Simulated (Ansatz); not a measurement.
Write the native input for Ansatz 0.2.0 that does the following.

| Property | Result |
| --- | --- |
| Task | single point |
| Functional | PBE |
| Potentials or basis | Ansatz PAW |
| Cutoff | 420 eV (not typed: the program's choice for these potentials) |
| k mesh | 17 × 17 × 17 |
| Occupations | fermi-dirac, width 0.05 eV |
| Spin | no spin polarisation |

Crystal: C.

```
C
1.0
     0.00000    1.78337    1.78337
     1.78337    0.00000    1.78337
     1.78337    1.78337    0.00000
C
2
Cartesian
  2.6751 2.6751 2.6751
  1.7834 1.7834 1.7834
```

This isn't the form of C at room conditions, which is graphite.

These files were run (other wordings do the same):

input.yaml

```yaml
crystal:
  lattice:
    - [0.0, 1.78337, 1.78337]
    - [1.78337, 0.0, 1.78337]
    - [1.78337, 1.78337, 0.0]
  atoms:
    - { symbol: C, position: [0.75, 0.75, 0.75] }
    - { symbol: C, position: [0.5, 0.5, 0.5] }
hamiltonian:
  xc: pbe
  pseudopotentials: { kind: paw }
kpoints:
  mp_grid: { grid: [17, 17, 17] }
scf:
  occupations: { method: fermi_dirac, width: 0.05 }
output:
  forces: true
  stress: true
  eigenvalues: true
```

Potentials or basis: Ansatz PAW.

Launch:

```bash
$ ansatz run input.yaml --threads 2 --pin off --max-ram 5120MiB --backend cpu --events-out ev --progress --plain --runs-dir out
```

It gave:

The pressure is 1.8 GPa and the band gap on the k mesh is 4.14 eV, indirect (least direct gap 5.59 eV).

Caveat: odd divisions of the mesh miss points on the zone boundary, where band edges often lie, so the gap on the mesh can be too wide; the pressure holds a Pulay correction of +1.0 GPa for the finite cutoff.

Run time: 1.2 s on 2 threads of Intel(R) Xeon(R) Platinum 8259CL CPU @ 2.50GHz (Skylake/Cascade Lake), with other jobs on the host, peak memory 0.5 GiB.
